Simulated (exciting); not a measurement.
# Sb (P-1) in exciting: notebook

Aim: see how the results for Sb move with the level of theory and the settings. Levels: LDA, PBEsol. Tasks: real-space fields, band structure.

All numbers are computed with exciting (release sodium); they aren't measurements. Logs are shortened: lines on timing, memory, paths and dates and some standing lists are left out, and cuts for length are marked.

**1. The crystal as given**

The typed cell holds 1 atom: a = 3.172 Å, b = 3.232 Å, c = 3.342 Å, α = 91.88°, β = 115.92°, γ = 116.27°.

This isn't the form of Sb at room conditions, which is rhombohedral.

**2. Real-space fields, LDA**

File run_exciting.py:

```python
import subprocess
import xml.etree.ElementTree as ET
from ase.io import read
from ase.units import Bohr

atoms = read("Sb.cif")
import spglib
from ase import Atoms
cell, positions, numbers = spglib.find_primitive((atoms.cell[:], atoms.get_scaled_positions(), atoms.numbers), symprec=1e-5)
atoms = Atoms(numbers, cell=cell, scaled_positions=positions, pbc=True)
rmt = {'Sb': 2.3}  # bohr
tasks = """
<groundstate do="fromscratch" ngridk="11 10 10" rgkmax="8" gmaxvr="14" lmaxapw="10" lmaxmat="10" lmaxvr="8" xctype="LDA_PW" stype="Methfessel-Paxton 2" swidth="0.00183747" nempty="8" ValenceRelativity="iora*" epsengy="1e-05" epspot="1e-05" maxscl="60" outputlevel="normal"/>
<properties>
  <chargedensityplot>
    <plot3d>
      <box grid="16 17 17">
        <origin coord="0 0 0"/>
        <point coord="1 0 0"/>
        <point coord="0 1 0"/>
        <point coord="0 0 1"/>
      </box>
    </plot3d>
  </chargedensityplot>
  <elfplot>
    <plot3d>
      <box grid="16 17 17">
        <origin coord="0 0 0"/>
        <point coord="1 0 0"/>
        <point coord="0 1 0"/>
        <point coord="0 0 1"/>
      </box>
    </plot3d>
  </elfplot>
  <exccplot>
    <plot3d>
      <box grid="16 17 17">
        <origin coord="0 0 0"/>
        <point coord="1 0 0"/>
        <point coord="0 1 0"/>
        <point coord="0 0 1"/>
      </box>
    </plot3d>
  </exccplot>
</properties>
"""

root = ET.Element("input")
ET.SubElement(root, "title").text = "Sb"
structure = ET.SubElement(root, "structure", speciespath="./", tshift="false")
crystal = ET.SubElement(structure, "crystal", scale="1.0")
for vector in atoms.cell / Bohr:
    ET.SubElement(crystal, "basevect").text = " ".join(f"{x:.12f}" for x in vector)
symbols = atoms.get_chemical_symbols()
for element in dict.fromkeys(symbols):
    species = ET.SubElement(structure, "species", speciesfile=element + ".xml", rmt=str(rmt[element]))
    for symbol, position in zip(symbols, atoms.get_scaled_positions(wrap=False)):
        if symbol == element:
            ET.SubElement(species, "atom", coord=" ".join(f"{x:.12f}" for x in position))
root.extend(ET.fromstring("<tasks>" + tasks + "</tasks>"))
ET.indent(root)
ET.ElementTree(root).write("input.xml")
subprocess.run(["exciting_smp"], check=True)
```

File Sb.cif:

```cif
data_Sb
_cell_length_a 3.17162424
_cell_length_b 3.23223109
_cell_length_c 3.34249891
_cell_angle_alpha 91.87519923
_cell_angle_beta 115.91737749
_cell_angle_gamma 116.26687311
_space_group_name_H-M_alt 'P-1'
_space_group_name_Hall '-P 1'
_space_group_IT_number 2
loop_
_space_group_symop_operation_xyz
'x,y,z'
'-x,-y,-z'
loop_
_atom_site_label
_atom_site_type_symbol
_atom_site_symmetry_multiplicity
_atom_site_Wyckoff_symbol
_atom_site_fract_x
_atom_site_fract_y
_atom_site_fract_z
_atom_site_occupancy
Sb1 Sb 1 a 0.0000000000 0.0000000000 0.0000000000 1
```

Potentials or basis: all-electron LAPW+lo, shipped species files, valence relativity iora*.

The run is started by

```sh
> OMP_NUM_THREADS=1 python run_exciting.py
```

Standard output:

```text
================================================================================
EXCITING SODIUM started
[... 10 lines left out ...]

 Lattice vectors (cartesian) :
      5.9935011877      0.0000000000      0.0000000000
     -2.7031264114      5.4773311789      0.0000000000
     -2.7607412829     -1.5929465277      5.4532405810

 Reciprocal lattice vectors (cartesian) :
      1.0483330378      0.5173645029      0.6818533364
     -0.0000000000      1.1471253247      0.3350868673
      0.0000000000     -0.0000000000      1.1521929418

 Unit cell volume                           :     179.0211136064
 Brillouin zone volume                      :       1.3855919475

 Species :    1 (Sb)
     parameters loaded from                 :    Sb.xml
     name                                   :    antimony
     nuclear charge                         :     -51.00000000
     electronic charge                      :      51.00000000
     atomic mass                            :  221954.90190000
     muffin-tin radius                      :       2.30000000
     # of radial points in muffin-tin       :     400

     atomic positions (lattice) :
       1 :   0.00000000  0.00000000  0.00000000

 Total number of atoms per unit cell        :       1

 Spin treatment                             :    spin-unpolarised

 Number of Bravais lattice symmetries       :       2
 Number of crystal symmetries               :       2

 k-point grid                               :      11   10   10
 Total number of k-points                   :     552
 k-point set is reduced with crystal symmetries

 R^MT_min * |G+k|_max (rgkmax)              :       8.00000000
 Species with R^MT_min                      :       1 (Sb)
 Maximum |G+k| for APW functions            :       3.47826087
 Maximum |G| for potential and density      :      14.00000000

 G-vector grid sizes                        :      27    30    30
 Total number of G-vectors                  :    8285

 Maximum angular momentum used for
     APW functions                          :      10
     computing H and O matrix elements      :      10
     potential and density                  :       8
     inner part of muffin-tin               :       2

 Total nuclear charge                       :     -51.00000000
 Total electronic charge                    :      51.00000000
 Total core charge                          :      36.00000000
 Total valence charge                       :      15.00000000

 Number of empty states                     :       8
 Total number of valence states             :      16

 Maximum Hamiltonian size                   :     150
 Maximum number of plane-waves              :     136
 Total number of local-orbitals             :      14

 Exchange-correlation type                  :       3
     Perdew-Wang, Phys. Rev. B 45, 13244 (1992)

 Smearing scheme                            :    Methfessel-Paxton order 2, Phys. Rev. B 40, 3616 (1989)
 Smearing width                             :       0.00183747

 Using multisecant Broyden potential mixing
[... 6 lines left out ...]
* Groundstate module started                                                   *
********************************************************************************
 Output level for this task is set to normal

++++++++++++++++++++++++++++++++++++++++++++++++++++++++++++++++++++++++++++++++
[... 5 lines left out ...]
+ SCF iteration number :    1                                                  +
++++++++++++++++++++++++++++++++++++++++++++++++++++++++++++++++++++++++++++++++
 Total energy                               :     -6475.96713755
 _______________________________________________________________
 Fermi energy                               :         0.29514264
 Kinetic energy                             :      6835.46529073
 Coulomb energy                             :    -13146.25009721
 Exchange energy                            :      -160.28925302
 Correlation energy                         :        -4.89307805

 DOS at Fermi energy (states/Ha/cell)       :        31.91890795

 Electron charges :
     core                                   :        36.00000000
     core leakage                           :         0.00386676
     valence                                :        15.00000000
     interstitial                           :         2.90734428
     charge in muffin-tin spheres :
                  atom     1    Sb          :        48.09265572
     total charge in muffin-tins            :        48.09265572
     total charge                           :        51.00000000

++++++++++++++++++++++++++++++++++++++++++++++++++++++++++++++++++++++++++++++++
+ SCF iteration number :    2                                                  +
++++++++++++++++++++++++++++++++++++++++++++++++++++++++++++++++++++++++++++++++
 Total energy                               :     -6476.92180521
 _______________________________________________________________
 Fermi energy                               :         0.29196313
 Kinetic energy                             :      6834.86841206
 Coulomb energy                             :    -13146.59167532
 Exchange energy                            :      -160.30508997
 Correlation energy                         :        -4.89345198

 DOS at Fermi energy (states/Ha/cell)       :        33.11942631

 Electron charges :
     core                                   :        36.00000000
     core leakage                           :         0.00384432
     valence                                :        15.00000000
     interstitial                           :         2.90011956
     charge in muffin-tin spheres :
                  atom     1    Sb          :        48.09988044
     total charge in muffin-tins            :        48.09988044
     total charge                           :        51.00000000
[... 217 lines left out ...]
 RMS change in effective potential (target) :  0.286301E-08  ( 0.100000E-04)
 Absolute change in total energy   (target) :  0.133180E-05  ( 0.100000E-04)
 Charge distance                   (target) :  0.816427E-08  ( 0.100000E-04)

++++++++++++++++++++++++++++++++++++++++++++++++++++++++++++++++++++++++++++++++
+ SCF iteration number :   11                                                  +
++++++++++++++++++++++++++++++++++++++++++++++++++++++++++++++++++++++++++++++++
 Total energy                               :     -6478.16569051
 _______________________________________________________________
 Fermi energy                               :         0.28310224
 Kinetic energy                             :      6833.91028651
 Coulomb energy                             :    -13146.86240422
 Exchange energy                            :      -160.31970812
 Correlation energy                         :        -4.89386467

 DOS at Fermi energy (states/Ha/cell)       :        34.16086062

 Electron charges :
     core                                   :        36.00000000
     core leakage                           :         0.00382029
     valence                                :        15.00000000
     interstitial                           :         2.88841643
     charge in muffin-tin spheres :
                  atom     1    Sb          :        48.11158357
     total charge in muffin-tins            :        48.11158357
     total charge                           :        51.00000000

 RMS change in effective potential (target) :  0.652315E-09  ( 0.100000E-04)
 Absolute change in total energy   (target) :  0.113477E-06  ( 0.100000E-04)
 Charge distance                   (target) :  0.895993E-09  ( 0.100000E-04)

++++++++++++++++++++++++++++++++++++++++++++++++++++++++++++++++++++++++++++++++
| Convergency criteria checked for the last 2 iterations                       +
| Convergence targets achieved. Performing final SCF iteration                 +
++++++++++++++++++++++++++++++++++++++++++++++++++++++++++++++++++++++++++++++++
 Total energy                               :     -6478.16569055
 _______________________________________________________________
 Fermi energy                               :         0.28310224
 Kinetic energy                             :      6833.91028650
 Coulomb energy                             :    -13146.86240425
 Exchange energy                            :      -160.31970812
 Correlation energy                         :        -4.89386467

 DOS at Fermi energy (states/Ha/cell)       :        34.16086223

 Electron charges :
     core                                   :        36.00000000
     core leakage                           :         0.00382029
     valence                                :        15.00000000
     interstitial                           :         2.88841643
     charge in muffin-tin spheres :
                  atom     1    Sb          :        48.11158357
     total charge in muffin-tins            :        48.11158357
     total charge                           :        51.00000000

++++++++++++++++++++++++++++++++++++++++++++++++++++++++++++++++++++++++++++++++
[... 7 lines left out ...]

--------------------------------------------------------------------------------
- CAUTION! Warnings have been written in file WARNING.OUT !                    -
--------------------------------------------------------------------------------
================================================================================
| EXCITING SODIUM stopped                                                      =
================================================================================
```

Run time: 2.9 min. Hardware: 1 thread of Arm Neoverse V2, shared host; peak memory 0.11 GiB.

Results:

* Band gap on the k mesh: none (metal or under the smearing width)
* All electrons inside the program's atomic spheres: Sb 48.11 (radii Sb 2.3 bohr)

**3. Band structure, PBEsol, spin-orbit coupling, no magnetisation**

File run_exciting.py:

```python
import subprocess
import xml.etree.ElementTree as ET
from ase.io import read
from ase.units import Bohr

atoms = read("Sb.cif")
import spglib
from ase import Atoms
cell, positions, numbers = spglib.find_primitive((atoms.cell[:], atoms.get_scaled_positions(), atoms.numbers), symprec=1e-5)
atoms = Atoms(numbers, cell=cell, scaled_positions=positions, pbc=True)
rmt = {'Sb': 2.3}  # bohr
tasks = """
<groundstate do="fromscratch" ngridk="7 6 6" rgkmax="8" gmaxvr="14" lmaxapw="10" lmaxmat="10" lmaxvr="8" xctype="GGA_PBE_SOL" stype="Methfessel-Paxton 1" swidth="0.00183747" nempty="36" ValenceRelativity="iora*" epsengy="1e-05" epspot="1e-05" maxscl="60" outputlevel="normal">
  <spin spinorb="true"/>
</groundstate>
<properties>
  <bandstructure>
    <plot1d>
      <path steps="60">
        <point coord="0 0 -0.5" label="X"/>
        <point coord="0 0 0" label="G"/>
        <point coord="0 0.5 0" label="Y" breakafter="true"/>
        <point coord="0 0.5 -0.5" label="L"/>
        <point coord="0 0 0" label="G"/>
        <point coord="0.5 -0.5 0" label="Z" breakafter="true"/>
        <point coord="0.5 -0.5 -0.5" label="N"/>
        <point coord="0 0 0" label="G"/>
        <point coord="0.5 0 0" label="M" breakafter="true"/>
        <point coord="0.5 0 -0.5" label="R"/>
        <point coord="0 0 0" label="G"/>
      </path>
    </plot1d>
  </bandstructure>
  <dos nwdos="300" winddos="-0.6 0.5" inttype="tetra" ngrdos="100" nsmdos="2" lmirep="true"/>
</properties>
"""

root = ET.Element("input")
ET.SubElement(root, "title").text = "Sb"
structure = ET.SubElement(root, "structure", speciespath="./", tshift="false")
crystal = ET.SubElement(structure, "crystal", scale="1.0")
for vector in atoms.cell / Bohr:
    ET.SubElement(crystal, "basevect").text = " ".join(f"{x:.12f}" for x in vector)
symbols = atoms.get_chemical_symbols()
for element in dict.fromkeys(symbols):
    species = ET.SubElement(structure, "species", speciesfile=element + ".xml", rmt=str(rmt[element]))
    for symbol, position in zip(symbols, atoms.get_scaled_positions(wrap=False)):
        if symbol == element:
            ET.SubElement(species, "atom", coord=" ".join(f"{x:.12f}" for x in position))
root.extend(ET.fromstring("<tasks>" + tasks + "</tasks>"))
ET.indent(root)
ET.ElementTree(root).write("input.xml")
subprocess.run(["exciting_smp"], check=True)
```

Sb.cif is that of step 2.

Potentials or basis: all-electron LAPW+lo, shipped species files, valence relativity iora*.

The run is started by

```sh
> OMP_NUM_THREADS=1 python run_exciting.py
```

Wall time 4.7 min (1 thread of Arm Neoverse V2, shared host); peak memory 0.12 GiB.

The run converged. Its results:

* Band gap on the k mesh: none (metal or under the smearing width)
* All electrons inside the program's atomic spheres: Sb 48.09 (radii Sb 2.3 bohr)

Levels at the corners of the path, in eV from the Fermi level:
| point | band 12 | band 13 | band 14 | band 15 | band 16 | band 17 |
| --- | --- | --- | --- | --- | --- | --- |
| X | -9.82 | -5.88 | -5.88 | 4.14 | 4.14 | 5.34 |
| Γ | -12.92 | 4.03 | 4.04 | 5.51 | 5.51 | 6.89 |
| Y | -9.31 | -5.85 | -5.85 | 3.55 | 3.55 | 4.78 |
| L | -7.46 | -4.86 | -4.86 | -0.75 | -0.75 | 2.05 |
| Γ | -12.92 | 4.03 | 4.04 | 5.51 | 5.51 | 6.89 |
| Z | -8.40 | -5.67 | -5.67 | 2.52 | 2.52 | 3.87 |
| N | -6.82 | -4.58 | -4.58 | -0.21 | -0.21 | 0.49 |
| Γ | -12.92 | 4.03 | 4.04 | 5.51 | 5.51 | 6.89 |
| M | -7.86 | -5.20 | -5.20 | 0.67 | 0.67 | 1.61 |
| R | -8.56 | -5.69 | -5.69 | 2.35 | 2.35 | 4.19 |
| Γ | -12.92 | 4.03 | 4.04 | 5.51 | 5.51 | 6.89 |

States per cell in windows of 1 eV (zero at the Fermi level; states under -8 eV left out):
```
from (eV)  total  Sb1 p  Sb1 s  Sb1 d  Sb1 f
     -8.0   0.36   0.01   0.21   0.00   0.00
     -7.0   0.01   0.00   0.01   0.00   0.00
     -6.0   0.08   0.02   0.00   0.00   0.00
     -5.0   0.51   0.15   0.02   0.00   0.00
     -4.0   0.66   0.19   0.05   0.01   0.00
     -3.0   0.46   0.14   0.04   0.01   0.00
     -2.0   0.58   0.18   0.04   0.01   0.00
     -1.0   0.65   0.22   0.03   0.01   0.00
      0.0   0.71   0.26   0.02   0.01   0.00
      1.0   0.75   0.30   0.02   0.01   0.00
      2.0   0.68   0.29   0.01   0.01   0.00
      3.0   0.50   0.23   0.01   0.01   0.00
      4.0   0.36   0.15   0.01   0.01   0.00
      5.0   0.38   0.08   0.01   0.03   0.00
      6.0   0.50   0.04   0.01   0.05   0.01
      7.0   0.75   0.06   0.02   0.08   0.02
```

Caveat: the k mesh is coarse (spacing up to 0.38 Å⁻¹), so the values aren't converged; total energies with spin-orbit coupling aren't reliable in this program, so none is listed and the log's shouldn't be used; the tetrahedron DOS on this energy grid can lose part of the weight of narrow d or f bands.
